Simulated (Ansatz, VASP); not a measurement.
# One calculation of BiTe, two programs

INCAR

```
PREC     = Accurate       # precision mode
ENCUT    = 520            # plane-wave cutoff, eV
EDIFF    = 1E-6           # SCF threshold, eV
ISMEAR   = 0              # smearing method
SIGMA    = 0.05           # smearing width, eV
LREAL    = F              # projectors in reciprocal space
LASPH    = T              # aspherical terms in the spheres
NELM     = 100            # most SCF steps
ALGO     = Normal         # electronic algorithm
ISIF     = 2              # what is computed and relaxed
LWAVE    = F              # write WAVECAR
LCHARG   = F              # write CHGCAR
GGA      = PS             # functional
NBANDS   = 18             # bands
```

File KPOINTS:

```
Automatic mesh
0
Gamma
  8 8 8
```

The input POSCAR:

```
BiTe
1.0
    0.0000000000      3.5126297736      3.5126297736
    3.5126297736      0.0000000000      3.5126297736
    3.5126297736      3.5126297736      0.0000000000
Bi Te
1 1
Direct
    0.0000000000      0.0000000000      0.0000000000
    0.2500000000      0.2500000000      0.2500000000
```

Input for Ansatz:

```yaml
crystal:
  lattice:
    - [0.0, 3.5126297736, 3.5126297736]
    - [3.5126297736, 0.0, 3.5126297736]
    - [3.5126297736, 3.5126297736, 0.0]
  atoms:
    - { symbol: Bi, position: [0.0, 0.0, 0.0] }
    - { symbol: Te, position: [0.25, 0.25, 0.25] }
basis:
  ecutwfc: 420
  ecutrho_ratio: 4
kpoints:
  mp_grid: { grid: [8, 8, 8] }
hamiltonian:
  xc: pbesol
scf:
  occupations: { method: gaussian, width: 0.05 }
output:
  forces: true
  stress: true
  eigenvalues: true
```

Alike in both runs: task single point; functional PBEsol; k mesh 8 × 8 × 8; occupations gaussian, width 0.05 eV; no spin polarisation.

|  | VASP | Ansatz |
| --- | --- | --- |
| version | VASP 6.6.1 | Ansatz 0.2.0 |
| potentials or method | VASP PAW PBE potentials, release 64 (Bi_d, Te) | scalar-relativistic, plane waves, PAW |
| plane-wave cutoff (eV) | 520 | 420 |
| valence electrons in the cell | 21 | 31 |

```csv
,VASP,Ansatz,Ansatz less VASP
pressure (GPa),1.4,1.4,0.00
```

The two sets of potentials don't hold the same shells in valence.

Caveats: the PAW data sets were made with another functional, which shifts forces and pressure a little (VASP); spin-orbit coupling is left out, which moves the levels of the heavy elements.
